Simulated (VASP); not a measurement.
Input of a VASP 6.6.1 run:

Contents of INCAR:

```
PREC = Accurate ; ENCUT = 600
EDIFF = 1E-6 ; ISMEAR = 0
SIGMA = 0.03 ; LREAL = False
LASPH = True ; NELM = 80
ALGO = Normal ; ISIF = 3
LWAVE = False ; LCHARG = False
GGA = PE ; IBRION = 2
NSW = 90 ; EDIFFG = -0.01
PSTRESS = 150.0
```

Contents of KPOINTS:

```
regular mesh
0
Gamma
  8 8 4
```

Contents of POSCAR:

```
I
1.0
    3.0815000000     -2.0717500000      0.0000000000
    3.0815000000      2.0717500000      0.0000000000
    0.0000000000      0.0000000000      9.2864000000
I
4
Direct
    0.8162400000      0.1837600000      0.6219700000
    0.1837600000      0.8162400000      0.3780300000
    0.6837600000      0.3162400000      0.1219700000
    0.3162400000      0.6837600000      0.8780300000
```

Potentials or basis: VASP PAW PBE potentials, release 64 (I).

Launch:

```sh
$ cat potpaw_PBE.64/I/POTCAR > POTCAR
$ mpirun -np 1 vasp_std > vasp.out
```

Task: Estimate the relaxed volume.

Result: 28.10 Å³/atom.

Task: What does it give for the relaxed cell?

Result: a = 3.653 Å, b = 3.653 Å, c = 9.176 Å, α = 90.00°, β = 90.00°, γ = 66.63°.

Task: Predict the space group after relaxing (to 0.05 Å).

Result: Cmce (No. 64).

Task: Predict the band gap on the k mesh.

Result: 0.21 eV, indirect (least direct gap 0.66 eV).

Final structure:
```
I
1.0
     3.05263   -2.00652    0.00000
     3.05263    2.00652    0.00000
     0.00000    0.00000    9.17587
I
4
Direct
  0.79716 0.20284 0.62404
  0.20284 0.79716 0.37596
  0.70284 0.29716 0.12404
  0.29716 0.70284 0.87596
```

Caveat: the cell is relaxed towards a set pressure, so the enthalpy falls and the energy may rise; spin-orbit coupling is left out, which moves the levels of the heavy elements. A k mesh can miss the band edges.
